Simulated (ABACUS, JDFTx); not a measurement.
This is a calculation of InAs for JDFTx 1.7.0 (patched build). Atoms were shifted at random by some hundredths of an Å from the given cell, which wasn't relaxed again for these runs. 

File InAs.in:

```
lattice \
    0.0000000000     5.7031934441     5.7031934441 \
    5.7031934441     0.0000000000     5.7031934441 \
    5.7031934441     5.7031934441     0.0000000000
coords-type Lattice
ion In     0.0064250000    -0.0047280000    -0.0040950000 1
ion As     0.7592530000     0.7470640000     0.7471870000 1

ion-species pseudo/In.upf
ion-species pseudo/As.upf
elec-cutoff 42
elec-ex-corr gga-PBE
kpoint-folding 8 8 8
elec-smearing Fermi 0.0018374661
elec-n-bands 21
electronic-SCF nIterations 100 energyDiffThreshold 1e-09
electronic-minimize nIterations 30 energyDiffThreshold 1e-7
converge-empty-states yes
forces-output-coords Cartesian

dump-name run.$VAR
dump End Ecomponents EigStats BandEigs Kpoints Forces Stress
```

Potentials or basis: PseudoDojo-SR-PBE-0.5-standard.

The run is started by

```bash
$ jdftx -c 1 -i InAs.in -o InAs.out
```

Set up the same calculation for ABACUS 3.10.1. Potentials or basis there: PseudoDojo NC SR 0.4.1 PBE standard, plane waves, cutoff 1143 eV.

As run (cutoffs and basis follow the program's own potentials, and thresholds, step limits or extra output files can differ):

Contents of INPUT:

```
INPUT_PARAMETERS
suffix              InAs
calculation         scf
basis_type          pw
pseudo_dir          ./
symmetry            1
dft_functional      pbe
ecutwfc             84
pseudo_rcut         10
nspin               1
nbands              18
ks_solver           dav
smearing_method     fd
smearing_sigma      0.00367493
scf_thr             1e-08
scf_nmax            100
mixing_type         broyden
mixing_beta         0.7
cal_force           1
cal_stress          1
kpar                4
```

The input STRU:

```
ATOMIC_SPECIES
In 114.8180 In.upf
As 74.9216 As.upf

LATTICE_CONSTANT
1.8897261246

LATTICE_VECTORS
0.0000000000 3.0180000000 3.0180000000
3.0180000000 0.0000000000 3.0180000000
3.0180000000 3.0180000000 0.0000000000

ATOMIC_POSITIONS
Direct

In
0.0
1
0.0064250000 -0.0047280000 -0.0040950000 1 1 1

As
0.0
1
0.7592530000 0.7470640000 0.7471870000 1 1 1
```

The input KPT:

```
K_POINTS
0
Gamma
8 8 8 0 0 0
```

Potentials or basis: PseudoDojo NC SR 0.4.1 PBE standard, plane waves.

Launch:

```bash
$ OMP_NUM_THREADS=1 mpirun -np 4 abacus > log
```

Both were run:

|  | JDFTx | ABACUS |
| --- | --- | --- |
| Pressure | 4.4 GPa | 4.4 GPa |
| Largest force | 0.173 eV/Å | 0.174 eV/Å |
| Energy over the undisturbed cell | 0.9 meV/atom | 0.9 meV/atom |

Pressure is positive in compression.
